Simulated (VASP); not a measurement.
Wanted: the native input for a VASP 6.6.1 run.

| Property | Result |
| --- | --- |
| Task | relaxation of cell and atoms |
| Functional | PBE |
| Dispersion | D3(BJ) |
| Potentials or basis | VASP PAW PBE potentials, release 64 (Cr_pv) |
| Cutoff | 600 eV |
| k mesh | 20 × 20 × 20 |
| Occupations | methfessel-paxton, width 0.1 eV |
| Spin | no spin polarisation |
| Further INCAR settings | ALGO = Normal; EDIFF = 1e-07; IBRION = 2; EDIFFG = -0.005; NSW = 40; ISIF = 3 |

The structure of Cr lies in POSCAR:

```
Cr
1.0
   -1.4000000000      1.4000000000      1.4000000000
    1.4000000000     -1.4000000000      1.4000000000
    1.4000000000      1.4000000000     -1.4000000000
Cr
1
Direct
    0.0000000000      0.0000000000      0.0000000000
```

The cell was built by a generator and needn't be a form met in nature.

These files were run (other wordings do the same):

INCAR

```
SYSTEM = Cr
PREC = Accurate ; ENCUT = 600
EDIFF = 1E-7 ; ISMEAR = 1
SIGMA = 0.1 ; LREAL = .False.
LASPH = .True. ; NELM = 120
ALGO = Normal ; ISIF = 3
LWAVE = .False. ; LCHARG = .False.
GGA = PE ; IVDW = 12
IBRION = 2 ; NSW = 40
EDIFFG = -0.005
```

KPOINTS

```
regular mesh
0
Gamma
  20 20 20
  0 0 0
```

Potentials or basis: VASP PAW PBE potentials, release 64 (Cr_pv).

Command:

```sh
$ cat potpaw_PBE.64/Cr_pv/POTCAR > POTCAR
$ mpirun -np 1 vasp_std > vasp.out
```

Results of the run:

```
Relaxed volume                         : 11.21 Å³/atom
Relaxed cell                           : a = 2.442 Å, b = 2.442 Å, c = 2.442 Å, α = 109.47°, β = 109.47°, γ = 109.47°
Space group after relaxing (to 0.05 Å) : Im-3m (No. 229)
Energy gained by relaxing              : 4.4 meV/atom
Ionic steps                            : 3
Pressure after relaxing                : -0.1 GPa
Band gap on the k mesh                 : none (metal or under the smearing width)
Dispersion energy per atom             : -0.511 eV
```

Caveat: the run has no spin polarisation, though such a crystal can be magnetic; pairwise dispersion overbinds metals, which lowers pressure and volume.

Run time: 27 s on 1 thread of Intel(R) Xeon(R) 6975P-C (Granite Rapids) (shared host), peak memory 0.16 GiB.
